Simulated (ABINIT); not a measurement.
# AlN (P6_3mc) in ABINIT: further runs

One crystal, AlN, is run at these levels: PBE; tasks: single point, band structure.

Program: ABINIT 10.8.3 (patched build). These are calculated values, not measurements. Logs are shortened: lines on timing, memory, paths and dates and some standing lists are left out, and cuts for length are marked. The log counts tension as positive stress, the text compression.

**Measured values to compare with.**

“Structural and optical properties of self-assembled AlN nanowires grown on SiO2/Si substrates by molecular beam epitaxy”, 2024, arxiv:2402.00216 quotes, for a bulk crystal of AlN at 0 K: band gap 6.0343 eV (an exciton energy, a little under the gap).

How close the calculation comes is told below.

## Step 1: Starting point

The structure is hexagonal, space group P6_3mc (No. 186). The conventional cell has a = 3.113 Å, b = 3.113 Å, c = 4.981 Å, α = 90.00°, β = 90.00°, γ = 120.00°. Around Al (site symmetry 3m) lie 4 N at 1.89 Å. N (site symmetry 3m) is surrounded by 4 Al at 1.89 Å.

## Step 2: Single point, PBE, 10.45 Å³/atom (shear strain of 0 %)

run.abi reads:

```
# Pseudopotentials
pp_dirpath "./"
pseudos "Al.GGA_PBE-JTH.xml, N.GGA_PBE-JTH.xml"

# Structure
acell 3*1.0 Angstrom
rprim
     3.1130000000     0.0000000000     0.0000000000
    -1.5565000000     2.6959370820     0.0000000000
     0.0000000000     0.0000000000     4.9810000000
ntypat 2
znucl 13 7
natom 4
typat 1 1 2 2
xred
     0.6666666667     0.3333333333     0.5000000000
     0.3333333333     0.6666666667     0.0000000000
     0.6666666667     0.3333333333     0.8800000000
     0.3333333333     0.6666666667     0.3800000000

# Plane-wave basis
ecut 26.0
pawecutdg 48.0
pawxcdev 0

# k points
kptopt 1
ngkpt 10 10 6
nshiftk 1
shiftk 0.0 0.0 0.0

# Exchange and correlation
ixc 11

# Bands and occupations
nband 12
occopt 3
tsmear 0.05 eV

# SCF cycle
nstep 100
tolvrs 1.0e-9

# Output
iomode 3
prtwf 0
prteig 0
prtebands 0
enunit 2
prtden 1
prtvha 1
prtvclmb 1
prtpot 1
```

Potentials or basis: JTH PAW PBE v2.0.

Command:

```bash
$ abinit run.abi > log 2>&1
```

run.abo:

```text
.Version 10.8.3 of ABINIT
 Symmetries : space group P6_3 m c (#186); Bravais hP (primitive hexag.)
================================================================================
 Values of the parameters that define the memory need of the present run
     intxc =       0    ionmov =       0      iscf =      17    lmnmax =       8
     lnmax =       4     mgfft =      45  mpssoang =       2    mqgrid =    3001
     natom =       4  nloc_mem =       2    nspden =       1   nspinor =       1
    nsppol =       1      nsym =      12    n1xccc =       1    ntypat =       2
    occopt =       3   xclevel =       2
       mpw =        1800          nfft =       40500          nkpt =          56
 PAW method is used; the additional fine FFT grid is defined by:
   mgfftf=        60    nfftf =     96000
================================================================================
================================================================================

--------------------------------------------------------------------------------
------------- Echo of variables that govern the present computation ------------
--------------------------------------------------------------------------------
 -outvars: echo values of preprocessed input variables --------
            acell      1.8897261259E+00  1.8897261259E+00  1.8897261259E+00 Bohr
              amu      2.69815390E+01  1.40067400E+01
             ecut      2.60000000E+01 Hartree
           enunit           2
                       outvar_i_n : Printing only first  50 k-points.
              ixc          11
                       outvar_i_n : Printing only first  50 k-points.
         kptrlatt       10    0    0      0   10    0      0    0    6
          kptrlen      5.64763550E+01
            natom           4
            nband          12
            ngfft          30      30      45
          ngfftdg          40      40      60
             nkpt          56
            nstep         100
             nsym          12
           ntypat           2
                       prtocc : prtvol=0, do not print more k-points.
           occopt           3
        pawecutdg      4.80000000E+01 Hartree
         pawxcdev           0
        prtebands           0
           prteig           0
           prtpot           1
         prtvclmb           1
           prtvha           1
            prtwf           0
            rprim      3.1130000000E+00  0.0000000000E+00  0.0000000000E+00
                      -1.5565000000E+00  2.6959370820E+00  0.0000000000E+00
                       0.0000000000E+00  0.0000000000E+00  4.9810000000E+00
          spgroup         186
           tolvrs      1.00000000E-09
           tsmear      1.83746611E-03 Hartree
            typat      1  1  2  2
           useylm           1
                       outvars : Printing only first  50 k-points.
           xangst      1.5565000000E+00  8.9864569400E-01  2.4905000000E+00
                       2.0731891839E-17  1.7972913880E+00  0.0000000000E+00
                       1.5565000000E+00  8.9864569400E-01  4.3832800000E+00
                       2.0731891839E-17  1.7972913880E+00  1.8927800000E+00
            xcart      2.9413587150E+00  1.6981942459E+00  4.7063629166E+00
                       3.9177597648E-17  3.3963884918E+00  0.0000000000E+00
                       2.9413587150E+00  1.6981942459E+00  8.2831987332E+00
                       3.9177597648E-17  3.3963884918E+00  3.5768358166E+00
             xred      6.6666666667E-01  3.3333333333E-01  5.0000000000E-01
                       3.3333333333E-01  6.6666666667E-01  0.0000000000E+00
                       6.6666666667E-01  3.3333333333E-01  8.8000000000E-01
                       3.3333333333E-01  6.6666666667E-01  3.8000000000E-01
            znucl       13.00000    7.00000

================================================================================

 chkinp: Checking input parameters for consistency.

================================================================================
== DATASET  1 ==================================================================

--- !DatasetInfo
iteration_state: {dtset: 1, }
dimensions: {natom: 4, nkpt: 56, mband: 12, nsppol: 1, nspinor: 1, nspden: 1, mpw: 1800, }
cutoff_energies: {ecut:  26.0, pawecutdg:  48.0, }
electrons: {nelect:   1.60000000E+01, charge:   0.00000000E+00, occopt:   3.00000000E+00, tsmear:   1.83746611E-03, }
meta: {optdriver: 0, ionmov: 0, optcell: 0, iscf: 17, paral_kgb: 0, }
...

 Exchange-correlation functional for the present dataset will be:
  GGA: Perdew-Burke-Ernzerhof functional - ixc=11
  J.P.Perdew, K.Burke, M.Ernzerhof, PRL 77, 3865 (1996)

 Real(R)+Recip(G) space primitive vectors, cartesian coordinates (Bohr,Bohr^-1):
 R(1)=  5.8827174  0.0000000  0.0000000  G(1)=  0.1699895  0.0981435  0.0000000
 R(2)= -2.9413587  5.0945827  0.0000000  G(2)=  0.0000000  0.1962869  0.0000000
 R(3)=  0.0000000  0.0000000  9.4127258  G(3)=  0.0000000  0.0000000  0.1062392
 Unit cell volume ucvol=  2.8209931E+02 bohr^3
[... 92 lines left out ...]

 Integrated electronic density in atomic spheres:
 ------------------------------------------------
 Atom  Sphere_radius  Integrated_density
    1        1.90363          0.90104483
    2        1.90363          0.90104483
    3        1.20497          2.62945203
    4        1.20497          2.62945203

================================================================================

 ----iterations are completed or convergence reached----

 Mean square residual over all n,k,spin=   54.749E-10; max=  20.298E-07
 reduced coordinates (array xred) for    4 atoms
       0.666666666667      0.333333333333      0.500000000000
       0.333333333333      0.666666666667      0.000000000000
       0.666666666667      0.333333333333      0.880000000000
       0.333333333333      0.666666666667      0.380000000000
 rms dE/dt=  1.3809E-02; max dE/dt=  2.4174E-02; dE/dt below (all hartree)
    1       0.000000000000      0.000000000000      0.024174434415
    2       0.000000000000     -0.000000000000      0.024174434415
    3       0.000000000000      0.000000000000     -0.023657216362
    4       0.000000000000      0.000000000000     -0.023657216362

 cartesian coordinates (angstrom) at end:
    1      1.55650000000000     0.89864569400000     2.49050000000000
    2      0.00000000000000     1.79729138800000     0.00000000000000
    3      1.55650000000000     0.89864569400000     4.38328000000000
    4      0.00000000000000     1.79729138800000     1.89278000000000

 cartesian forces (hartree/bohr) at end:
    1      0.00000000000000    -0.00000000000000    -0.00254079698195
    2      0.00000000000000     0.00000000000000    -0.00254079698195
    3     -0.00000000000000    -0.00000000000000     0.00254079698195
    4      0.00000000000000     0.00000000000000     0.00254079698195
 frms,max,avg= 1.4669298E-03 2.5407970E-03   0.000E+00  0.000E+00 -2.747E-05 h/b

 cartesian forces (eV/Angstrom) at end:
    1      0.00000000000000    -0.00000000000000    -0.13065303393822
    2      0.00000000000000     0.00000000000000    -0.13065303393822
    3     -0.00000000000000    -0.00000000000000     0.13065303393822
    4      0.00000000000000     0.00000000000000     0.13065303393822
 frms,max,avg= 7.5432564E-02 1.3065303E-01   0.000E+00  0.000E+00 -1.413E-03 e/A
 length scales=  1.889726125908  1.889726125908  1.889726125908 bohr
              =  1.000000000000  1.000000000000  1.000000000000 angstroms
 Fermi (or HOMO) energy (hartree) =   0.32661   Average Vxc (hartree)=  -0.39210
 Eigenvalues (hartree) for nkpt=  56  k points:
 kpt#   1, nband= 12, wtk=  0.00167, kpt=  0.0000  0.0000  0.0000 (reduced coord)
  -0.29192   -0.21292    0.04567    0.23502    0.23502    0.25904    0.25904    0.26564
   0.42013    0.50981    0.65534    0.67520
      occupation numbers for kpt#   1
   2.00000    2.00000    2.00000    2.00000    2.00000    2.00000    2.00000    2.00000
   0.00000    0.00000    0.00000    0.00000
 prteigrs : prtvol=0 or 1, do not print more k-points.

 Fermi (or HOMO) energy (eV) =   8.88754   Average Vxc (eV)= -10.66961
 Eigenvalues (   eV  ) for nkpt=  56  k points:
 kpt#   1, nband= 12, wtk=  0.00167, kpt=  0.0000  0.0000  0.0000 (reduced coord)
  -7.94356   -5.79393    1.24279    6.39520    6.39520    7.04879    7.04879    7.22851
  11.43238   13.87259   17.83273   18.37312
 prteigrs : prtvol=0 or 1, do not print more k-points.

--- !EnergyTerms
iteration_state     : {dtset: 1, }
comment             : Components of total free energy in Hartree
kinetic             :  1.40227670608224E+01
hartree             :  5.72752549435460E+00
xc                  : -7.74381515021108E+00
Ewald energy        : -2.17432241271520E+01
psp_core            : -6.33913333013699E-02
local_psp           : -1.83089557467899E+01
PAW spherical_terms :  3.63804248114065E+00
internal            : -2.44710513211367E+01
'-kT*entropy'       :  1.25327081198538E-15
total_energy        : -2.44710513211367E+01
total_energy_eV     : -6.65891229344674E+02
...

--- !EnergyTermsDC
iteration_state     : {dtset: 1, }
comment             : '"Double-counting" decomposition of free energy'
band_energy         :  1.17231276789205E+00
Ewald energy        : -2.17432241271520E+01
psp_core            : -6.33913333013699E-02
xc_dc               : -4.63321836666370E+00
PAW spherical_terms :  7.96467927309067E-01
internal            : -2.44710531319159E+01
'-kT*entropy'       :  1.25327081198538E-15
total_energy_dc     : -2.44710531319159E+01
total_energy_dc_eV  : -6.65891278618488E+02
...

--- !EnergyTermsWithPAWCore
iteration_state     : {dtset: 1, }
comment             : 'Components of total free energy, including PAW core contributions'
Total energy        : -5.95367406359770E+02
Total energy DC     : -5.95367408170549E+02
Total energy (eV)   : -1.62007724527236E+04
Total energy DC (eV): -1.62007725019974E+04
...

 Cartesian components of stress tensor (hartree/bohr^3)
  sigma(1 1)= -1.24553844E-04  sigma(3 2)=  0.00000000E+00
  sigma(2 2)= -1.24553844E-04  sigma(3 1)=  0.00000000E+00
  sigma(3 3)= -1.79320080E-04  sigma(2 1)=  0.00000000E+00

-Cartesian components of stress tensor (GPa)         [Pressure=  4.2016E+00 GPa]
- sigma(1 1)= -3.66450061E+00  sigma(3 2)=  0.00000000E+00
- sigma(2 2)= -3.66450061E+00  sigma(3 1)=  0.00000000E+00
- sigma(3 3)= -5.27577889E+00  sigma(2 1)=  0.00000000E+00

== END DATASET(S) ==============================================================
================================================================================

 -outvars: echo values of variables after computation  --------
            acell      1.8897261259E+00  1.8897261259E+00  1.8897261259E+00 Bohr
           etotal     -2.4471053132E+01
            fcart      3.4329099458E-29 -5.2853106168E-29 -2.5407969820E-03
                       3.4329099458E-29  7.9279659252E-29 -2.5407969820E-03
                      -1.2587336468E-28 -6.6066382710E-29  2.5407969820E-03
                       5.7215165763E-29  3.9639829626E-29  2.5407969820E-03
            rprim      3.1130000000E+00  0.0000000000E+00  0.0000000000E+00
                      -1.5565000000E+00  2.6959370820E+00  0.0000000000E+00
                       0.0000000000E+00  0.0000000000E+00  4.9810000000E+00
           strten     -1.2455384401E-04 -1.2455384401E-04 -1.7932007956E-04
                       0.0000000000E+00  0.0000000000E+00  0.0000000000E+00
           xangst      1.5565000000E+00  8.9864569400E-01  2.4905000000E+00
                       2.0731891839E-17  1.7972913880E+00  0.0000000000E+00
                       1.5565000000E+00  8.9864569400E-01  4.3832800000E+00
                       2.0731891839E-17  1.7972913880E+00  1.8927800000E+00
             xred      6.6666666667E-01  3.3333333333E-01  5.0000000000E-01
                       3.3333333333E-01  6.6666666667E-01  0.0000000000E+00
                       6.6666666667E-01  3.3333333333E-01  8.8000000000E-01
                       3.3333333333E-01  6.6666666667E-01  3.8000000000E-01
 Calculation completed.
```

It took 45 s on 1 thread of Arm Neoverse V1, shared host; peak memory 0.14 GiB.

Results:

| Quantity | Value |
| --- | --- |
| Free energy | -665.8913 eV |
| Pressure | 4.2 GPa |
| Largest force | 0.131 eV/Å |
| Band gap on the k mesh | 4.20 eV, direct |
| Valence electrons inside the program's atomic spheres | Al 0.90; N 2.63 |

(Continued in part 2 of 2.)
